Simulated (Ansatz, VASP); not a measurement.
One calculation of Al, two programs

```
CELL_PARAMETERS angstrom
-1.53448 1.53448 1.65355
1.53448 -1.53448 1.65355
1.53448 1.53448 -1.65355
ATOMIC_POSITIONS crystal
Al 0.00000 0.00000 0.00000
```

Alike in both runs: task single point; functional PBE; k mesh 22 × 22 × 22; occupations gaussian, width 0.15 eV; no spin polarisation.

|  | VASP | Ansatz |
| --- | --- | --- |
| version | VASP 6.6.1 | Ansatz 0.2.0 |
| potentials or method | VASP PAW PBE potentials, release 64 (Al) | scalar-relativistic, plane waves, PAW |
| plane-wave cutoff (eV) | 520 | 420 |
| valence electrons in the cell | 3 | 3 |

```tsv
	VASP	Ansatz	Ansatz less VASP
gap on the k mesh at the Fermi level (eV)	none	none	-
pressure (GPa)	6.8	6.8	+0.02
largest component of the traceless stress (GPa)	2.43	2.42	-0.007
```

A gap of «none» marks a metal or a gap that the smearing closes.
